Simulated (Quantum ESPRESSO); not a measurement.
Runs of Quantum ESPRESSO 7.5 on BaTiO3. It takes space group Pm-3m (No. 221, cubic). Conventional cell: a = 4.006 Å, b = 4.006 Å, c = 4.006 Å, α = 90.00°, β = 90.00°, γ = 90.00°. Ba (site symmetry m-3m) is surrounded by 12 O at 2.83 Å. Ti (site symmetry m-3m) has 6 O at 2.00 Å as nearest neighbours. Around O (site symmetry 4/mmm) lie 2 Ti at 2.00 Å. 

| task | level | potentials or basis | U | cell | k mesh | mixing beta | start of the occupations | hubbard projectors | q mesh | gap on the mesh (eV) | pressure (GPa) |
| --- | --- | --- | --- | --- | --- | --- | --- | --- | --- | --- | --- |
| band structure | PBEsol | GBRV 1.5 PBEsol | - | as given | 7 × 7 × 7 | 0.5 | - | - | - | 1.81 | -3.6 |
| Hubbard U by linear response | PBE+U | GBRV 1.5 PBE | Ti d U = 0.0001 eV | as given | 4 × 4 × 4 | 0.3 | default | ortho-atomic | 2 × 2 × 2 | (b) | 2.7 |
| Hubbard U by linear response | PBE+U | GBRV 1.5 PBE | Ti d U = 4.0 eV | as given | 4 × 4 × 4 | 0.3 | default | ortho-atomic | 2 × 2 × 2 | (a) | 4.0 |
| phonons | WC | GBRV 1.5 PBE | - | relaxed | 4 × 4 × 4, shifted | 0.5 | - | - | - | - | 0.0 |
| Hubbard U by linear response | PBE+U | GBRV 1.5 PBE | Ti d U = 6.0 eV | as given | 4 × 4 × 4 | 0.3 | default | ortho-atomic | 2 × 2 × 2 | 2.55 | 4.7 |

Alike in all rows: no spin polarisation; cutoff (eV) 612; smearing fermi-dirac 0.05 eV.

Estimate the missing entries.

(a) 2.26; (b) 1.77.

Caveats: spin-orbit coupling is left out, which moves the levels of the heavy elements (some runs); some levels on the path didn't converge (some runs); the potentials were made for another functional, which shifts forces and pressure (some runs); some modes are imaginary (some runs).

A k mesh can miss the band edges, and the runs leave out spin-orbit coupling on Ba.

Not every run made on this cell is shown here.
